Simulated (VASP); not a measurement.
## Cl2: relaxation of the atoms with PBEsol

The system is Cl2, in a box.

```
Cl
1.0
    10.00000    0.00000    0.00000
     0.00000   10.50000    0.00000
     0.00000    0.00000   11.00000
Cl
2
Direct
  0.50000 0.50000 0.40955
  0.50000 0.50000 0.59045
```

```
Program                : VASP 6.6.1
Task                   : relaxation of the atoms
Functional             : PBEsol
Potentials or basis    : VASP PAW PBE potentials, release 64 (Cl)
Cutoff                 : 520 eV
k mesh                 : 1 × 1 × 1
Occupations            : gaussian, width 0.02 eV
Spin                   : no spin polarisation
Further INCAR settings : ALGO = Normal; EDIFF = 1e-07; ISYM = 0; IBRION = 2; EDIFFG = -0.005; NSW = 90
```

| Item | Value |
| --- | --- |
| Energy gained by relaxing | 0.5 meV/atom |
| Ionic steps | 3 |
| Gap between the frontier levels | 3.12 eV |

The path:
| step | energy change (eV) | largest force (eV/Å) | pressure (GPa) |
| --- | --- | --- | --- |
| 1 | 0.0000 | 0.1917 | -0.02 |
| 2 | -0.0002 | 0.1769 | 0.01 |
| 3 | -0.0009 | 0.0003 | 0.00 |

Final structure:
```xyz
2
Lattice="10.0000 0.0000 0.0000 0.0000 10.5000 0.0000 0.0000 0.0000 11.0000" Properties=species:S:1:pos:R:3 pbc="T T T"
Cl    5.0000    5.2500    4.5099
Cl    5.0000    5.2500    6.4901
```

Levels at points of the mesh, in eV from the valence-band top:
```
           k point  band 3  band 4  band 5  band 6  band 7  band 8  band 9  band 10  band 11
(0.00, 0.00, 0.00)   -4.76   -2.76   -2.76    0.00    0.00    3.12    6.66     7.85     7.97
```

Wall time 3.7 min on 1 thread of Intel(R) Xeon(R) Platinum 8488C (Sapphire Rapids), on a shared host, peak memory 1 GiB.

Caveat: the PAW data sets were made with another functional, which shifts forces and pressure a little. As with any semilocal functional, this PBEsol gap is likely too small.
